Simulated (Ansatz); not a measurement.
**How settings move the results for MoP**

```
CELL_PARAMETERS angstrom
3.22300 0.00000 0.00000
-1.61150 2.79120 0.00000
0.00000 0.00000 3.19100
ATOMIC_POSITIONS crystal
Mo 0.00000 0.00000 0.00000
P 0.33333 0.66667 0.50000
```

Atom numbers follow the list: Mo1, P2.

Conventional cell: a = 3.223 Å, b = 3.223 Å, c = 3.191 Å, α = 90.00°, β = 90.00°, γ = 120.00°. Mo (atom 1) has 6 P at 2.45 Å as nearest neighbours. Around P (atom 2) lie 6 Mo at 2.45 Å.

The cell is COD entry 1539074, as deposited and not checked against the literature; nothing was relaxed.

Spin polarisation is left out, and whether a magnetic state lies lower isn't shown here.

Method: DFT, PBE, all-electron LAPW, scalar-relativistic in Ansatz 0.2.0.

Sampling and basis: a Γ-centred 15×15×13 k mesh, Fermi–Dirac smearing of 0.08 eV, basis error target 0.25 meV/atom, no spin polarisation. One setting is then changed at a time.

```
basis error target (meV/atom)  free energy less the base's (meV/atom)  P (GPa)  cutoff chosen (eV)
                  0.25 (base)                                     0.0     2.77                 298
                            3                                       ?     2.78                 221
                           10                                     3.0     2.82                 187
                           30                                     9.0        ?                 158
                          0.1                                     0.0     2.77                 328
```

Task: Give the missing entry: row "30", column "P (GPa)".

Result: 2.90.

Task: Give the missing entry: row "3", column "free energy less the base's (meV/atom)".

Result: 0.8.
